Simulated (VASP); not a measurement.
# AgCl: convergence, relaxation of the cell

AgCl, Fm-3m (no. 225), 2 atoms in the cell. RPBE; PAW potentials Ag, Cl (PBE set). VASP 6.6.1. The cell is changed on purpose: volume scaled by 1.06.

Wanted: cell volume within 0.2 %; lattice lengths within 0.1 %; shortest distances from each atom, periodic images included within 0.005 Å.

What the run is for: cell; Accuracy asked: standard.

The series start from Plane-wave cutoff (eV): 390; k-point mesh: 6 × 6 × 6; Relaxation passes: 2; Ionic threshold (EDIFFG): -0.005; Electronic threshold (eV): 1e-6; Precision mode (PREC): Accurate; Relaxation algorithm: IBRION=2 POTIM=0.5. Each series keeps the choices made before it, and each single choice may use up half of a tolerance. Times cover all steps of a run.

## Plane-wave cutoff (eV)

| Plane-wave cutoff (eV) | Cell volume (Å³) | Lattice lengths, largest deviation against the largest value | Shortest distances from each atom, periodic images included, largest deviation (Å) | Time (s) |
|---|---|---|---|---|
| 260 | 45.67 | 1.6 % | 0.0450 | 16 |
| 300 | 47.27 | 0.43 % | 0.0123 | 18 |
| 340 | 47.18 | 0.49 % | 0.0141 | 16 |
| 390 | 47.42 | 0.32 % | 0.0094 | 38 |
| 460 | 47.76 | 0.082 % | 0.0024 | 28 |
| 550 | 47.8 | 0.053 % | 0.0015 | 30 |
| 690 (reference) | 47.88 | 0 % | 0.0000 | 44 |

Chosen: 690; the next looser run is off by more than half of the tolerance, so convergence isn't shown beyond this value.

## k-point mesh

| k-point mesh | Cell volume (Å³) | Lattice lengths, largest deviation against the largest value | Shortest distances from each atom, periodic images included, largest deviation (Å) | Time (s) |
|---|---|---|---|---|
| 3 × 3 × 3 | 48.44 | 0.39 % | 0.0113 | 22 |
| 4 × 4 × 4 | 48.02 | 0.1 % | 0.0030 | 27 |
| 5 × 5 × 5 | 47.9 | 0.015 % | 0.0004 | 31 |
| 6 × 6 × 6 | 47.88 | 0.0032 % | 0.0001 | 44 |
| 7 × 7 × 7 | 47.88 | 0.00049 % | 0.0000 | 59 |
| 9 × 9 × 9 (reference) | 47.88 | 0 % | 0.0000 | 79 |

Chosen: 5 × 5 × 5, the loosest value from which every tighter one stays within half of the tolerance.

## Relaxation passes

| Relaxation passes | Cell volume (Å³) | Lattice lengths, largest deviation against the largest value | Shortest distances from each atom, periodic images included, largest deviation (Å) | Time (s) |
|---|---|---|---|---|
| 1 | 47.9 | 0 % | 0.0000 | 26 |
| 2 | 47.9 | 0 % | 0.0000 | 31 |
| 3 (reference) | 47.9 | 0 % | 0.0000 | 41 |

Chosen: 1.

## Ionic threshold (EDIFFG)

| Ionic threshold (EDIFFG) | Cell volume (Å³) | Lattice lengths, largest deviation against the largest value | Shortest distances from each atom, periodic images included, largest deviation (Å) | Time (s) |
|---|---|---|---|---|
| -0.05 | 48.02 | 0.086 % | 0.0025 | 26 |
| -0.02 | 48.02 | 0.086 % | 0.0025 | 23 |
| -0.01 | 47.9 | 0 % | 0.0000 | 30 |
| -0.005 | 47.9 | 0 % | 0.0000 | 26 |
| -0.002 (reference) | 47.9 | 0 % | 0.0000 | 30 |

Chosen: -0.01.

## Electronic threshold (eV)

| Electronic threshold (eV) | Cell volume (Å³) | Lattice lengths, largest deviation against the largest value | Shortest distances from each atom, periodic images included, largest deviation (Å) | Time (s) |
|---|---|---|---|---|
| 0.0001 | 47.54 | 0.25 % | 0.0072 | 18 |
| 1e-5 | 47.9 | 0.0024 % | 0.0001 | 26 |
| 1e-6 | 47.9 | 0.002 % | 0.0001 | 30 |
| 1e-7 (reference) | 47.9 | 0 % | 0.0000 | 31 |

Chosen: 1e-5.

## Precision mode (PREC)

| Precision mode (PREC) | Cell volume (Å³) | Lattice lengths, largest deviation against the largest value | Shortest distances from each atom, periodic images included, largest deviation (Å) | Time (s) |
|---|---|---|---|---|
| Normal | 47.89 | 0.00098 % | 0.0000 | 16 |
| Accurate (reference) | 47.9 | 0 % | 0.0000 | 26 |

Chosen: Normal.

## Relaxation algorithm

| Relaxation algorithm | Cell volume (Å³) | Lattice lengths, largest deviation against the largest value | Shortest distances from each atom, periodic images included, largest deviation (Å) | Time (s) |
|---|---|---|---|---|
| IBRION=2 POTIM=0.5 | 47.89 | 0 % | 0.0000 | 16 |
| IBRION=2 POTIM=0.2 | 47.79 | 0.07 % | 0.0020 | 17 |
| IBRION=1 POTIM=0.5 | 47.73 | 0.11 % | 0.0033 | 15 |
| IBRION=1 POTIM=0.2 | 47.81 | 0.056 % | 0.0016 | 17 |

Chosen: IBRION=2 POTIM=0.5; no other choice that stays within half of the tolerance saves 30 % of the time.

## All choices together

| Input | Cell volume (Å³) | Lattice lengths, largest deviation against the largest value | Shortest distances from each atom, periodic images included, largest deviation (Å) | Time (s) |
|---|---|---|---|---|
| the program's defaults (naive) | 46.01 | 1.3 % | 0.0381 | 4.6 |
| chosen settings | 47.89 | 0.012 % | 0.0003 | 16 |
| reference settings throughout | 47.88 | 0 % | 0.0000 | 106 |

The chosen settings stay within the tolerance of the reference run, but the reference itself isn't shown to be converged in: Plane-wave cutoff (eV).

Values of the reference run: Lattice lengths: 4.076, 4.076, 4.076 Å; Shortest distances from each atom, periodic images included: 2.882, 2.882, 2.882, 2.882, 2.882, 2.882, 2.882, 2.882 Å.

## The input

INCAR.step1:
```
SYSTEM = AgCl
ALGO = Normal
EDIFF = 1E-5
EDIFFG = -0.01
EFERMI = MIDGAP
ENCUT = 690
GGA = RP
GGA_COMPAT = .False.
IBRION = 2
ISIF = 3
ISMEAR = 0
LASPH = .True.
LCHARG = .False.
LREAL = .False.
LWAVE = .False.
NELM = 120
NELMIN = 4
NSW = 80
POTIM = 0.5
PREC = Normal
SIGMA = 0.03
```

INCAR.step2, as INCAR.step1 but for:
```
- EDIFFG = -0.01
- IBRION = 2
- ISIF = 3
- NELMIN = 4
- NSW = 80
- POTIM = 0.5
+ ISIF = 2
```

KPOINTS:
```
Automatic mesh
0
Gamma
  5 5 5
  0 0 0
```

POSCAR.step1:
```
AgCl
1.0
    0.0000000000      2.7886410693      2.7886410693
    2.7886410693      0.0000000000      2.7886410693
    2.7886410693      2.7886410693      0.0000000000
Ag Cl
1 1
Direct
    0.0000000000      0.0000000000      0.0000000000
    0.5000000000      0.5000000000      0.5000000000
```

Commands (each step's output is kept before the next begins):
```
cat potpaw_PBE.64/Ag/POTCAR potpaw_PBE.64/Cl/POTCAR > POTCAR
cp INCAR.step1 INCAR
cp POSCAR.step1 POSCAR
mpirun -np 1 vasp_std > vasp.out
cp CONTCAR POSCAR
cp INCAR.step2 INCAR
mpirun -np 1 vasp_std > vasp.out
```

The chosen input took VASP 6.6.1 16 s on 1 core (Intel Xeon 6975P-C (Granite Rapids)), a shared host.

## An input that fails: cell relaxed at a low cutoff

It runs to its end, but against the unchanged starting input it is off by 36 % in the cell volume, 14 % in the lattice lengths, 0.3970 Å in the shortest distances from each atom, periodic images included.

Changes against the starting input:
```
(all steps)
- PREC = Accurate
- NELM = 120
- ENCUT = 390
+ PREC = Low
+ NELM = 96
+ ENCUT = 180
```
